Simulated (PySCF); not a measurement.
**Unknowns**

[PySCF: geometry: GFN2-xTB; σ from GIAO-PBE0/pcSseg-1; non-relativistic; in vacuum; single conformer; one averaged value for each set of equivalent atoms]

Scale: TMS for ¹H (σref 31.72), ¹³C (σref 186.93) (reference shieldings calculated alike). Splittings of carbon signals by F and P are missing where no couplings were computed. Where no couplings were computed, multiplicities follow the n + 1 count of equivalent neighbours, and m marks all less simple cases (inequivalent or close neighbours, rings, F or P nearby). Shifts are as computed. Against solution values, carbons near 30 ppm lie about +3 ppm off and those near 130 ppm about +5 ppm. Of 1211 compounds with measured shifts, 218 miss one by over three times the rms of a fit or turn the order of signals round; such compounds aren't used in these exercises.

Task: C4H8F3OPSi. ¹H NMR (600 MHz, computed): δ 4.16 (m, 3H), 2.05 (m, 1H), 1.62 (m, 3H), 1.35 (m, 1H). ¹³C{¹H} NMR (computed): δ 132.7 (C), 23.7 (CH), 11.5 (CH), 10.6 (CH3). Give a structure.

Result: SMILES C[C@@H]1[C@H]([SiH3])[P@@]1(=O)C(F)(F)F. 4 carbon signals for 4 carbons: no two carbons are equivalent. Carbon types of the structure: 1 × C, 2 × CH, 1 × CH3, leaving 3 H on heteroatoms. δC 132.7: CF3 carbon; 3 electronegative neighbours deshield it. δC 23.7, 11.5: three-membered-ring carbon; carbons of three-membered rings are unusually shielded. δC 10.6: methyl carbon; a saturated carbon with 1 carbon neighbour and no heteroatom attached. δH 2.05, 1.35: hydrogen on a three-membered-ring carbon.

The data come from this structure; uniqueness wasn't tested.

Task: C8H6. ¹H NMR (600 MHz, computed): δ 7.90 (d, 2H), 7.63 (m, 2H), 7.61 (m, 1H), 2.81 (s, 1H). ¹³C{¹H} NMR (computed): δ 139.6 (CH), 134.0 (CH), 133.8 (CH), 126.9 (C), 89.2 (C), 87.4 (CH). Give a structure.

Result: phenylacetylene (C#Cc1ccccc1). Rings plus π bonds: 6 (1 ring in the answer). 6 carbon signals for 8 carbons: some carbons are equivalent by symmetry or fast rotation. Carbon types of the structure: 2 × C, 6 × CH, which accounts for all hydrogens. δC 139.6, 134.0, 133.8: aromatic CH; the aromatic region. δC 126.9: substituted aromatic carbon. δC 89.2: alkyne carbon; the triple bond shields along its axis, which puts it between sp3 and sp2 carbons. δC 87.4: terminal alkyne carbon; sp carbons lie upfield of alkene carbons because the cylindrical π system leaves one tensor component strongly shielded.

The shifts were computed for this structure.

Task: C8H6O2. ¹H NMR (500 MHz, computed): δ 7.78 (m, 1H), 7.09 (m, 1H), 6.59 (d, 1H), 6.45 (m, 1H), 6.13 (m, 1H), 6.09 (d, 1H). ¹³C{¹H} NMR (computed): δ 185.0, 184.5, 145.9, 142.4, 140.4, 140.2, 138.7, 133.3. Identify the compound.

Result: `C=CC1=CC=CC(=O)C1=O`. Rings plus π bonds: 6 (1 ring in the answer). 8 carbon signals for 8 carbons: no two carbons are equivalent. Carbon types of the structure: 3 × C, 4 × CH, 1 × CH2, which accounts for all hydrogens. δC 145.9, 142.4: β carbon of a C=C–C=O unit; conjugation with the carbonyl draws π density from the β position. δC 140.4, 133.3: α carbon of a C=C–C=O unit; an sp2 carbon of a C=C bond. δC 140.2: alkene CH; as expected for a trigonal carbon in a double bond. δC 138.7: terminal =CH2 carbon; an sp2 carbon of a C=C bond.

The shifts were computed for this structure.
